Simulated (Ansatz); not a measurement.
# GaP: band gap under strain

How does strain move the band edges of GaP (zincblende), and do the functionals agree on it? States: no strain; +2.0 % strain along [111] alone; -2.5 % biaxial strain in x and y, free along z.

Code: Ansatz 0.2.0. PAW datasets, plane waves. No spin polarisation and no zero-point or thermal motion.

## 1. The structure to begin with

The unstrained cell was relaxed with r2SCAN; in each strained cell the atoms were relaxed again with r2SCAN. Names of k-points are those of the unstrained zone, where strain can split equivalent points. First state: no strain.

Space group F-43m (No. 216), cubic; conventional cell a = 5.451 Å, 20.24 Å³ an atom. Near Ga stand 4 P at 2.36 Å; near P stand 4 Ga at 2.36 Å.

Coordinates:

```
CELL_PARAMETERS angstrom
0.00000 2.72540 2.72540
2.72540 0.00000 2.72540
2.72540 2.72540 0.00000
ATOMIC_POSITIONS crystal
Ga 0.00000 0.00000 0.00000
P 0.25000 0.25000 0.25000
```

## 2. No strain: PBE

The input, input.yaml:

```yaml
crystal:
  lattice:
    - [0.0, 2.7253992947, 2.7253992947]
    - [2.7253992947, 0.0, 2.7253992947]
    - [2.7253992947, 2.7253992947, 0.0]
  atoms:
    - { symbol: Ga, position: [0.0, 0.0, 0.0] }
    - { symbol: P, position: [0.25, 0.25, 0.25] }
kpoints:
  mp_grid: { grid: [8, 8, 8] }
  band_path:
    path:
      - [0.0, 0.0, 0.0]
      - [-0.5, -0.5, 0.0]
      - [-0.375, -0.375, 0.25]
      - [-0.375, 0.0, 0.375]
      - [0.0, 0.0, 0.5]
      - [-0.5, -0.25, 0.25]
      - [0.0, 0.424479, 0.424479]
    npoints: 1
hamiltonian:
  xc: pbe
scf:
  occupations: { method: fermi_dirac, width: 0.02 }
  n_extra_bands: 4
output:
  forces: true
  stress: true
  eigenvalues: true
```

Run with:

```bash
> ansatz run input.yaml --threads 4 --pin off --max-ram 4608MiB --backend cpu --events-out ev --progress --plain --runs-dir out
```

Further steps of the session: No strain: r2SCAN; No strain: HSE06; No strain: G0W0@PBE; +2.0 % strain along [111] alone: PBE; +2.0 % strain along [111] alone: r2SCAN; +2.0 % strain along [111] alone: HSE06; +2.0 % strain along [111] alone: G0W0@PBE; -2.5 % biaxial strain in x and y, free along z: PBE; -2.5 % biaxial strain in x and y, free along z: r2SCAN; -2.5 % biaxial strain in x and y, free along z: HSE06; -2.5 % biaxial strain in x and y, free along z: G0W0@PBE.

What does the calculation give?

The runs gave:

Least gap in eV (negative: overlap), with the change from the unstrained cell in brackets. G0W0 is on its own coarse mesh.

| state | volume change (%) | PBE | r2SCAN | HSE06 | G0W0 |
| --- | --- | --- | --- | --- | --- |
| no strain | +0.0 | 1.59 | 1.84 | 2.26 | 2.10 |
| +2.0 % strain along [111] alone | +2.0 | 1.50 (-0.09) | 1.84 (+0.00) | 2.24 (-0.02) | 2.05 (-0.05) |
| -2.5 % biaxial strain in x and y, free along z | -2.9 | 1.31 (-0.28) | 1.55 (-0.29) | 1.97 (-0.29) | 1.84 (-0.26) |

With HSE06, of the states in the table -2.5 % biaxial strain in x and y, free along z shifts the gap most, by -0.286 eV. PBE and HSE06 differ by 0.67 eV on the unstrained gap, and by at most 0.07 eV on its change: PBE follows the response to strain far better than the gap itself. G0W0 here is at a finite number of bands, screening cutoff and k mesh, not at the basis limit.
